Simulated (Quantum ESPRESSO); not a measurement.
Crystal: CoO.

```
Co O
1.0
     0.00000    2.13150    2.13150
     2.13150    0.00000    2.13150
     2.13150    2.13150    0.00000
Co O
1 1
Cartesian
  0.0000 0.0000 0.0000
  2.1315 2.1315 2.1315
```

Program: Quantum ESPRESSO 7.5. Alike in all runs: spin collinear, ferromagnetic start; cell as given; smearing fermi-dirac 0.05 eV.

Problem. Order these runs on this cell by their pressure, lowest first.
A. level PBEsol+U; potentials or basis GBRV 1.5 PBEsol; U Co d U = 3 eV; k mesh 8 × 8 × 8; cutoff (eV) 762; hubbard projectors ortho-atomic; dos occupations tetrahedra_opt
B. level PBEsol+U; potentials or basis GBRV 1.5 PBEsol; U Co d U = 6 eV; k mesh 8 × 8 × 8; cutoff (eV) 762; hubbard projectors ortho-atomic; dos occupations tetrahedra_opt
C. level LDA; potentials or basis PseudoDojo 0.4.1 SR LDA standard; k mesh 11 × 11 × 11; cutoff (eV) 1306; form of the LDA correlation PW92
D. level PBEsol; potentials or basis PseudoDojo 0.4.1 SR PBEsol standard; k mesh 11 × 11 × 11; cutoff (eV) 1306
E. level PBE; potentials or basis PseudoDojo 0.4.1 SR PBE standard; k mesh 11 × 11 × 11; cutoff (eV) 1306

Solution. C (-19.8 GPa), D (-11.1 GPa), A (-7.7 GPa), B (-4.5 GPa), E (-2.0 GPa).

Caveats: a cell with one magnetic atom can't hold antiferromagnetic order, which such compounds often take; so large a pressure means that the cell lies far from this level's equilibrium, or that cutoff or potentials fall short (some runs).

Not every run made on this cell is shown here.
